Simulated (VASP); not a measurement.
# As in VASP: reference runs

How does As come out in PBE? The cell is run as given.

All numbers are computed with VASP 6.6.1; they aren't measurements. Logs are shortened: lines on timing, memory, paths and dates and some standing lists are left out, and cuts for length are marked.

**1. The undisturbed crystal**

The cell holds a slab with vacuum, 8 atoms: a = 3.650 Å, b = 4.470 Å, c = 22.920 Å, α = 90.00°, β = 90.00°, γ = 90.00°.

The slab is cut from a database's or a generator's crystal, which needn't be the stable form of the element.

**2. Single point, PBE (the (0 1 0) slab of As, cut from the database cell, not relaxed)**

INCAR

```
SYSTEM = As
  PREC = Accurate
  ENCUT = 520
  EDIFF = 1E-7
  ISMEAR = -1
  SIGMA = 0.05
  LREAL = .False.
  LASPH = .True.
  NELM = 60
  ALGO = Normal
  ISIF = 2
  LWAVE = .False.
  LCHARG = .False.
  LDIPOL = .True.
  IDIPOL = 3
  DIPOL = 0.5 0.5 0.500
  GGA = PE
  NBANDS = 30
```

KPOINTS

```
Automatic mesh
0
Gamma
  7 6 1
  0 0 0
```

POSCAR

```
As
1.0
    3.6500000000      0.0000000000      0.0000000000
    0.0000000000      4.4700000000      0.0000000000
    0.0000000000      0.0000000000     22.9200000000
As
8
Direct
    0.5000000000      0.9400000000      0.3272251309
    0.0000000000      0.5600000000      0.3272251309
    0.5000000000      0.0600000000      0.4328097731
    0.0000000000      0.4400000000      0.4328097731
    0.0000000000      0.9400000000      0.5671902269
    0.5000000000      0.5600000000      0.5671902269
    0.0000000000      0.0600000000      0.6727748691
    0.5000000000      0.4400000000      0.6727748691
```

Potentials or basis: VASP PAW PBE potentials, release 64 (As).

On the command line:

```sh
$ cat potpaw_PBE.64/As/POTCAR > POTCAR
$ mpirun -np 1 vasp_std > vasp.out
```

OUTCAR:

```text
SYSTEM = As
   PREC = Accurate
   ENCUT = 520
   EDIFF = 1E-7
   ISMEAR = -1
   LREAL = .False.
   LASPH = .True.
   NELM = 60
   ISIF = 2
   GGA = PE

 ion  position               nearest neighbor table
   1  0.500  0.940  0.327-   3 2.48   2 2.49   2 2.49
   2  0.000  0.560  0.327-   4 2.48   1 2.49   1 2.49
   3  0.500  0.060  0.433-   1 2.48   4 2.49   4 2.49
   4  0.000  0.440  0.433-   2 2.48   3 2.49   3 2.49
   5  0.000  0.940  0.567-   7 2.48   6 2.49   6 2.49
   6  0.500  0.560  0.567-   8 2.48   5 2.49   5 2.49
   7  0.000  0.060  0.673-   5 2.48   8 2.49   8 2.49
   8  0.500  0.440  0.673-   6 2.48   7 2.49   7 2.49

  LATTYP: Found a simple orthorhombic cell.
 ALAT       =     3.6500000000
 B/A-ratio  =     1.2246575342
 C/A-ratio  =     6.2794520548

  Lattice vectors:

 A1 = (   3.6500000000,   0.0000000000,   0.0000000000)
 A2 = (   0.0000000000,   4.4700000000,   0.0000000000)
 A3 = (   0.0000000000,   0.0000000000,  22.9200000000)

Analysis of symmetry for initial positions (statically):
=====================================================================
 Subroutine PRICEL returns:
 Original cell was already a primitive cell.

 Routine SETGRP: Setting up the symmetry group for a
 simple orthorhombic supercell.

 Subroutine GETGRP returns: Found  8 space group operations
 (whereof  2 operations were pure point group operations)
 out of a pool of  8 trial point group operations.

The static configuration has the point symmetry C_1h.
 The point group associated with its full space group is D_2h.

Analysis of symmetry for dynamics (positions and initial velocities):
=====================================================================
 Subroutine PRICEL returns:
 Original cell was already a primitive cell.

 Routine SETGRP: Setting up the symmetry group for a
 simple orthorhombic supercell.

 Subroutine GETGRP returns: Found  8 space group operations
 (whereof  2 operations were pure point group operations)
 out of a pool of  8 trial point group operations.

The dynamic configuration has the point symmetry C_1h.
 The point group associated with its full space group is D_2h.

 Subroutine INISYM returns: Found  8 space group operations
 (whereof  2 operations are pure point group operations),
 and found     1 'primitive' translations

----------------------------------------------------------------------------------------

                                     Primitive cell

  volume of cell :     373.9513

  direct lattice vectors                    reciprocal lattice vectors
     3.650000000  0.000000000  0.000000000     0.273972603  0.000000000  0.000000000
     0.000000000  4.470000000  0.000000000     0.000000000  0.223713647  0.000000000
     0.000000000  0.000000000 22.920000000     0.000000000  0.000000000  0.043630017

  length of vectors
     3.650000000  4.470000000 22.920000000     0.273972603  0.223713647  0.043630017

  position of ions in fractional coordinates (direct lattice)
     0.500000000  0.940000000  0.327225131
     0.000000000  0.560000000  0.327225131
     0.500000000  0.060000000  0.432809773
     0.000000000  0.440000000  0.432809773
     0.000000000  0.940000000  0.567190227
     0.500000000  0.560000000  0.567190227
     0.000000000  0.060000000  0.672774869
     0.500000000  0.440000000  0.672774869

  ion indices of the primitive-cell ions
   primitive index   ion index
                 1           1
                 2           2
                 3           3
                 4           4
                 5           5
                 6           6
                 7           7
                 8           8

----------------------------------------------------------------------------------------

 KPOINTS: Automatic mesh

Automatic generation of k-mesh.
 Grid dimensions read from file:
 generate k-points for:    7    6    1

 Generating k-lattice:

  Cartesian coordinates                     Fractional coordinates (reciprocal lattice)
     0.039138943  0.000000000  0.000000000     0.142857143  0.000000000  0.000000000
     0.000000000  0.037285608  0.000000000     0.000000000  0.166666667  0.000000000
     0.000000000  0.000000000  0.043630017     0.000000000  0.000000000  1.000000000

  Length of vectors
     0.039138943  0.037285608  0.043630017

  Shift w.r.t. Gamma in fractional coordinates (k-lattice)
     0.000000000  0.000000000  0.000000000

 Subroutine IBZKPT returns following result:
 ===========================================

 Found     16 irreducible k-points:

 Following reciprocal coordinates:
            Coordinates               Weight
  0.000000  0.000000  0.000000      1.000000
  0.142857  0.000000  0.000000      2.000000
  0.285714  0.000000  0.000000      2.000000
  0.428571  0.000000  0.000000      2.000000
  0.000000  0.166667  0.000000      2.000000
  0.142857  0.166667  0.000000      4.000000
[... 8 lines left out ...]
  0.285714  0.500000  0.000000      2.000000
  0.428571  0.500000  0.000000      2.000000
   k-points           NKPTS =     16   k-points in BZ     NKDIM =     16   number of bands    NBANDS=     30
   number of dos      NEDOS =    301   number of ions     NIONS =      8
   total plane-waves  NPLWV = 181440
   dimension x,y,z NGX =    28 NGY =   36 NGZ =  180
   dimension x,y,z NGXF=    56 NGYF=   72 NGZF=  360
   ions per type =               8
   NGX,Y,Z   is equivalent  to a cutoff of  12.75, 13.39, 13.06 a.u.
   NGXF,Y,Z  is equivalent  to a cutoff of  25.51, 26.78, 26.11 a.u.
 SYSTEM =  As
   PREC   = accura    normal or accurate (medium, high low for compatibility)
   ISTART =      0    job   : 0-new  1-cont  2-samecut
   ICHARG =      2    charge: 1-file 2-atom 10-const
   ISPIN  =      1    spin polarized calculation?
   LNONCOLLINEAR =      F non collinear calculations
   LSORBIT =      F    spin-orbit coupling
   LASPH  =      T    aspherical Exc in radial PAW
   ENCUT  =  520.0 eV  38.22 Ry    6.18 a.u.   6.79  8.31 42.62*2*pi/ulx,y,z
   NELM   =     60;   NELMIN=  2; NELMDL= -5     # of ELM steps
   EDIFF  = 0.1E-06   stopping-criterion for ELM
   LREAL  =      F    real-space projection
   EDIFFG = 0.1E-05   stopping-criterion for IOM
   NSW    =      0    number of steps for IOM
   IBRION =     -1    ionic relax: 0-MD 1-quasi-New 2-CG
   NFREE  =      0    steps in history (QN), initial steepest desc. (CG)
   ISIF   =      2    stress and relaxation
   ISYM   =      2    0-nonsym 1-usesym 2-fastsym
   POTIM  = 0.5000    time-step for ionic-motion
   TEBEG  =    0.0;   TEEND  =   0.0 temperature during run
   PSTRESS=    0.0 pullay stress
   NELECT =      40.0000    total number of electrons
   NUPDOWN=      -1.0000    fix difference up-down
   EMIN   =  10.00;   EMAX   =-10.00  energy-range for DOS
   EFERMI =   0.00;   METHOD = LEGACY
   ISMEAR =    -1;   SIGMA  =   0.05  broadening in eV -4-tet -1-fermi 0-gaus
   EFERMI_NEDOS =   21; number of points for ismear=-14 and -15
   IALGO  =     38    algorithm
   IMIX   =      4    mixing-type and parameters
     AMIX     =   0.40;   BMIX     =  1.00
     AMIX_MAG =   1.60;   BMIX_MAG =  1.00
  volume/ion in A,a.u.               =      46.74       315.44
  Fermi-wavevector in a.u.,A,eV,Ry     =   0.777123  1.468550  8.216835  0.603920
  Thomas-Fermi vector in A             =   1.879744
   LORBIT       =      0    0 simple, 1 ext, 2 COOP (PROOUT), +10 PAW based schemes
   GGA     = PE    functional components
   LHFCALC =     F    Hartree Fock is set to
   AEXX    =    0.0000 exact exchange contribution
   IVDW    =     0    specifies the selected vdW correction
   LEPSILON=     F    determine dielectric tensor
   LRPA    =     F    only Hartree local field effects (RPA)
 non-spin polarized calculation
  energy-cutoff  :      520.00
  volume of cell :      373.95
 maximum number of plane-waves:     10108
 NGX is ok and might be reduce to    28
   NGX = 13   NGY = 17   NGZ = 85

 dipolmoment           0.000000      0.000000     -0.000000 electrons x Angstroem

 number of electron      39.9999997 magnetization

 dipolmoment           0.000000      0.000000      0.000000 electrons x Angstroem

 Free energy of the ion-electron system (eV)
  ---------------------------------------------------
  ext. energy  EPLUGINS =         0.00000000
  ---------------------------------------------------
  free energy    TOTEN  =       -37.01266415 eV

  energy without entropy =      -37.00811289  energy(sigma->0) =      -37.01038852

 E-fermi :   0.1302     XC(G=0):  -5.1736

 val. band max:        0.0551720551   @ k =   0.0000   0.0000   0.0000
 cond. band min:       0.1664622434   @ k =   0.0000   0.0000   0.0000
 fundamental gap:      0.1112901883
 Fermi energy:         0.1302159265

 k-point     1 :       0.0000    0.0000    0.0000
  band No.  band energies     occupation
      1     -14.5713      2.00000
      2     -14.3913      2.00000
      3     -12.4448      2.00000
      4     -12.0602      2.00000
      5      -9.2198      2.00000
      6      -9.1401      2.00000
[... 22 lines left out ...]
     29       3.9714      0.00000
     30       4.0694      0.00000

 k-point     2 :       0.1429    0.0000    0.0000
  band No.  band energies     occupation
      1     -14.3704      2.00000
      2     -14.1925      2.00000
      3     -12.2341      2.00000
      4     -11.8518      2.00000
      5      -9.4785      2.00000
      6      -9.4415      2.00000
[... 22 lines left out ...]
     29       4.1509      0.00000
     30       4.1967      0.00000

 k-point     3 :       0.2857    0.0000    0.0000
  band No.  band energies     occupation
      1     -13.7770      2.00000
      2     -13.6065      2.00000
      3     -11.6081      2.00000
      4     -11.2340      2.00000
      5     -10.3543      2.00000
      6     -10.3005      2.00000
[... 418 lines left out ...]
     29       5.2472      0.00000
     30       5.2472      0.00000

 k-point    16 :       0.4286    0.5000    0.0000
  band No.  band energies     occupation
      1     -11.9587      2.00000
      2     -11.9587      2.00000
      3     -11.9040      2.00000
      4     -11.9040      2.00000
      5      -9.6274      2.00000
      6      -9.6274      2.00000
[... 22 lines left out ...]
     29       5.3318      0.00000
     30       5.3318      0.00000

------------------------ aborting loop because EDIFF is reached ----------------------------------------

 vacuum level on the upper side and lower side of the slab       (xc-potential included)        -0.096        -0.096

  FORCE on cell =-STRESS in cart. coord.  units (eV):
  Direction    XX          YY          ZZ          XY          YZ          ZX
  --------------------------------------------------------------------------------------
  -------------------------------------------------------------------------------------
  Total        4.8677748      2.9867702      2.1534858      0.0000000      0.0000000      0.0000000
  in kB       20.8557618     12.7966826      9.2265131      0.0000000      0.0000000      0.0000000
  external PRESSURE =      14.2929858 kB  Pullay stress =       0.0000000 kB

 VOLUME and BASIS-vectors are now :
 -----------------------------------------------------------------------------
  energy-cutoff  :      520.00
  volume of cell :      373.95
      direct lattice vectors                 reciprocal lattice vectors
     3.650000000  0.000000000  0.000000000     0.273972603  0.000000000  0.000000000
     0.000000000  4.470000000  0.000000000     0.000000000  0.223713647  0.000000000
     0.000000000  0.000000000 22.920000000     0.000000000  0.000000000  0.043630017

 POSITION                                       TOTAL-FORCE (eV/Angst)
 -----------------------------------------------------------------------------------
      1.82500      4.20180      7.50000         0.000000      0.004947     -0.170771
      0.00000      2.50320      7.50000         0.000000     -0.004947     -0.170771
      1.82500      0.26820      9.92000         0.000000     -0.009424      0.089181
      0.00000      1.96680      9.92000        -0.000000      0.009424      0.089181
      0.00000      4.20180     13.00000        -0.000000      0.009424     -0.089181
      1.82500      2.50320     13.00000        -0.000000     -0.009424     -0.089181
      0.00000      0.26820     15.42000         0.000000     -0.004947      0.170771
      1.82500      1.96680     15.42000        -0.000000      0.004947      0.170771
 -----------------------------------------------------------------------------------
    total drift:                                0.000000      0.000000      0.000000

  FREE ENERGIE OF THE ION-ELECTRON SYSTEM (eV)
  ---------------------------------------------------
  free  energy   TOTEN  =       -37.0126641457 eV

  energy  without entropy=      -37.0081128919  energy(sigma->0) =      -37.01038852

 vacuum level on the upper side and lower side of the slab         4.283         4.283
```

Run time: 3.5 min. Hardware: 1 thread of Intel Xeon Platinum 8488C (Sapphire Rapids), shared host; peak memory 0.45 GiB.

What came out:

```yaml
Free_energy: -37.0127 eV
Largest_force: 0.171 eV/Å
Band_gap_on_the_k_mesh: 0.11 eV, direct
```

Forces on the atoms (eV/Å):
```
As   0.000  0.005 -0.171
As   0.000 -0.005 -0.171
As   0.000 -0.009  0.089
As   0.000  0.009  0.089
As   0.000  0.009 -0.089
As   0.000 -0.009 -0.089
As   0.000 -0.005  0.171
As   0.000  0.005  0.171
```

Levels at points of the mesh, in eV from the valence-band top:
```
           k point  band 18  band 19  band 20  band 21  band 22  band 23
(0.00, 0.00, 0.00)    -1.32    -0.62     0.00     0.11     1.41     1.94
(0.00, 0.50, 0.00)    -0.85    -0.59    -0.59     1.27     1.27     1.51
```
